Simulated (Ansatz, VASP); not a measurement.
Two plane-wave programs on WS2

INCAR

```
PREC = Accurate
ENCUT = 520
EDIFF = 1E-6
ISMEAR = 0
SIGMA = 0.1
LREAL = F
LASPH = T
NELM = 80
ALGO = Normal
ISIF = 2
LWAVE = F
LCHARG = F
GGA = PE
IVDW = 12
NBANDS = 20
```

Contents of KPOINTS:

```
Automatic mesh
0
Gamma
  6 6 1
```

Contents of POSCAR:

```
WS2
1.0
    3.1835163552      0.0000000000      0.0000000000
   -1.5917581776      2.7570060369      0.0000000000
    0.0000000000      0.0000000000     16.9505778900
W S
1 2
Direct
    0.3333333300      0.6666666700      0.0000000000
    0.6666666700      0.3333333300      0.9079994900
    0.6666666700      0.3333333300      0.0920005100
```

Input for Ansatz:

```yaml
crystal:
  lattice:
    - [3.1835163552, 0.0, 0.0]
    - [-1.5917581776, 2.7570060369, 0.0]
    - [0.0, 0.0, 16.95057789]
  atoms:
    - { symbol: W, position: [0.33333333, 0.66666667, 0.0] }
    - { symbol: S, position: [0.66666667, 0.33333333, 0.90799949] }
    - { symbol: S, position: [0.66666667, 0.33333333, 0.09200051] }
basis:
  ecutwfc: 420
kpoints:
  mp_grid: { grid: [6, 6, 1] }
hamiltonian:
  xc: pbe
  dispersion: d3bj
scf:
  occupations: { method: gaussian, width: 0.1 }
output:
  forces: true
  stress: true
  eigenvalues: true
```

Alike in both runs: task single point; functional PBE; dispersion D3(BJ); k mesh 6 × 6 × 1; occupations gaussian, width 0.1 eV; no spin polarisation.

```csv
,VASP,Ansatz
version,VASP 6.6.1,Ansatz 0.2.0
potentials or method,"VASP PAW PBE potentials, release 64 (W_sv, S)","scalar-relativistic, plane waves, PAW"
plane-wave cutoff (eV),520,420
valence electrons in the cell,26,26
```

|  | VASP | Ansatz | Ansatz less VASP |
| --- | --- | --- | --- |
| gap on the k mesh at the Fermi level (eV) | 1.80 | 1.79 | -0.009 |
| least direct gap on the mesh (eV) | 1.80 | 1.79 | -0.003 |
| rms of the force components (eV/Å) | 0.080 | 0.078 | -0.0017 |

Atom by atom the forces differ by 0.002 eV/Å (rms over components).

Caveats: spin-orbit coupling is left out, which moves the levels of the heavy elements. A hybrid or GW would open this gap; PBE tends to underestimate it.
